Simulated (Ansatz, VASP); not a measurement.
**Si: VASP beside Ansatz**

File INCAR:

```
SYSTEM = Si
  PREC = Accurate
  ENCUT = 520
  EDIFF = 1E-6
  ISMEAR = 0
  SIGMA = 0.15
  LREAL = .False.
  LASPH = .True.
  NELM = 60
  ALGO = Normal
  ISIF = 2
  LWAVE = .False.
  LCHARG = .True.
  LELF = .True.
  LVHAR = .True.
  NBANDS = 11
```

Contents of KPOINTS:

```
regular mesh
0
Gamma
  24 24 10
  0 0 0
```

Contents of POSCAR:

```
Si
1.0
    2.5856101841      0.0000000000      0.0000000000
   -1.2928050921      2.2392041037      0.0000000000
    0.0000000000      0.0000000000      4.5062692700
Si
2
Direct
    0.3333333333      0.6666666667      0.2500000000
    0.6666666667      0.3333333333      0.7500000000
```

Input for Ansatz:

```yaml
crystal:
  lattice:
    - [2.5856101841, 0.0, 0.0]
    - [-1.2928050921, 2.2392041037, 0.0]
    - [0.0, 0.0, 4.50626927]
  atoms:
    - { symbol: Si, position: [0.3333333333, 0.6666666667, 0.25] }
    - { symbol: Si, position: [0.6666666667, 0.3333333333, 0.75] }
basis:
  ecutwfc: 420
kpoints:
  mp_grid: { grid: [24, 24, 10] }
hamiltonian:
  xc: lda
scf:
  occupations: { method: gaussian, width: 0.15 }
output:
  forces: true
  stress: true
  eigenvalues: true
  write_density: true
  write_potential: true
  elf: true
  volumetric_format: npy
```

Change from the starting cell: strain -0.0300 x Voigt [1, 1, 0, 0, 0, 0], atoms carried along.

Alike in both runs: task single point; functional LDA; k mesh 24 × 24 × 10; occupations gaussian, width 0.15 eV; no spin polarisation.

|  | VASP | Ansatz |
| --- | --- | --- |
| version | VASP 6.6.1 | Ansatz 0.2.0 |
| potentials or method | VASP PAW LDA potentials, release 64 (Si) | scalar-relativistic, plane waves, PAW |
| plane-wave cutoff (eV) | 520 | 420 |
| valence electrons in the cell | 8 | 8 |

```tsv
	VASP	Ansatz	Ansatz less VASP
gap on the k mesh at the Fermi level (eV)	none	none	-
pressure (GPa)	6.3	6.2	-0.09
largest component of the traceless stress (GPa)	2.40	2.41	+0.013
```

A gap of «none» marks a metal or a gap that the smearing closes.
